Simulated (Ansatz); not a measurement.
Guessed and relaxed cells of BeTe

Recipe of this trial structure of BeTe: random cell by space group and Wyckoff sites (Immm, No. 71). Lengths were set from tabulated atomic sizes, so they are only a guess.

start.cif

```cif
data_structure
_symmetry_space_group_name_H-M 'Immm'
_symmetry_Int_Tables_number 71
_cell_length_a 3.2501
_cell_length_b 4.4989
_cell_length_c 6.2607
_cell_angle_alpha 90.000
_cell_angle_beta 90.000
_cell_angle_gamma 90.000
_cell_volume 91.54
loop_
_atom_site_label
_atom_site_type_symbol
_atom_site_symmetry_multiplicity
_atom_site_Wyckoff_symbol
_atom_site_fract_x
_atom_site_fract_y
_atom_site_fract_z
_atom_site_occupancy
Be1 Be 2 c 0.50000 0.50000 0.00000 1
Te1 Te 2 a 0.00000 0.00000 0.00000 1
```

Method: DFT PBE, scalar-relativistic, plane waves, PAW in Ansatz. Cutoff 420 eV, Gaussian smearing, Γ-centred meshes. Cell and atoms relax first on a coarse mesh and then on a finer one. In between, the cell is made exact in the group found at 0.06 Å. In metals the finer mesh still leaves noise of several meV/atom or more. The steps can't lower the symmetry of their start. No spin polarisation.

end.cif

```cif
data_structure
_symmetry_space_group_name_H-M 'Fm-3m'
_symmetry_Int_Tables_number 225
_cell_length_a 5.3606
_cell_length_b 5.3606
_cell_length_c 5.3606
_cell_angle_alpha 90.000
_cell_angle_beta 90.000
_cell_angle_gamma 90.000
_cell_volume 154.04
loop_
_atom_site_label
_atom_site_type_symbol
_atom_site_symmetry_multiplicity
_atom_site_Wyckoff_symbol
_atom_site_fract_x
_atom_site_fract_y
_atom_site_fract_z
_atom_site_occupancy
Be1 Be 4 b 0.50000 0.00000 0.00000 1
Te1 Te 4 a 0.00000 0.00000 0.00000 1
```

The symmetry goes from Immm (No. 71) to Fm-3m (No. 225). The end has the rock salt type. The volume per atom shrinks by 15.9 %, from 22.9 to 19.3 Å³. The shortest distance goes from 2.78 Å (Be–Te) to 2.68 Å (Be–Te). The energy falls by about 0.34 eV/atom (the start's value is from the coarse mesh). The end is written in a standard setting, so origin, axes and order of atoms can differ from the start's.

| Item | Value |
| --- | --- |
| Volume per atom | 19.26 Å³ |
| Density | 5.89 g/cm³ |
| Formation energy | +0.15 eV/atom |
| Gap on the 18×18×18 mesh of the 2-atom cell | 0 eV (a metal) |

Energies over the elements count from the elements' standard structures at the same level, with no fitted energy shifts. A positive value: parting into the elements would lower its energy.

The last run used Gaussian smearing of 0.10 eV. These runs have no spin–orbit coupling, which can matter for Te. The reference form of Te is held partly by dispersion forces, which this level lacks. A structure relaxed within its symmetry needn't be a true minimum. In all, the 3 runs took 12 s on 1 thread of AMD EPYC 9R05 (Zen 5), with other jobs on the host.
